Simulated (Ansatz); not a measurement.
The system is Ta.

```
Ta
1.0
    -1.65128    1.65128    1.65128
     1.65128   -1.65128    1.65128
     1.65128    1.65128   -1.65128
Ta
1
Direct
  0.00000 0.00000 0.00000
```

| Quantity | Value |
| --- | --- |
| Program | Ansatz 0.2.0 |
| Task | relaxation of cell and atoms |
| Functional | revPBE |
| Potentials or basis | all-electron LAPW, scalar-relativistic |
| Basis error allowed | 0.001 eV/atom |
| k mesh | 11 × 11 × 11 |
| Occupations | fermi-dirac, width 0.05 eV |
| Spin | no spin polarisation |

At the start: volume 18.01 Å³/atom.

Question: Where does the relaxation end?

Answer: Over 4 steps the energy falls by 7.3 meV/atom and the volume is 18.48 Å³/atom (+2.6 %); space group Im-3m (No. 229, to 0.05 Å).

Step by step:
| step | energy change (eV) | largest force (eV/Å) | volume (Å³) |
| --- | --- | --- | --- |
| 1 | 0.0000 | 0.0000 | 18.01 |
| 2 | -0.0072 | 0.0000 | 18.53 |
| 3 | -0.0073 | 0.0000 | 18.48 |
| 4 | -0.0073 | 0.0000 | 18.48 |

Final structure:
```
Ta
1.0
    -1.66556    1.66556    1.66556
     1.66556   -1.66556    1.66556
     1.66556    1.66556   -1.66556
Ta
1
Direct
  0.00000 0.00000 0.00000
```
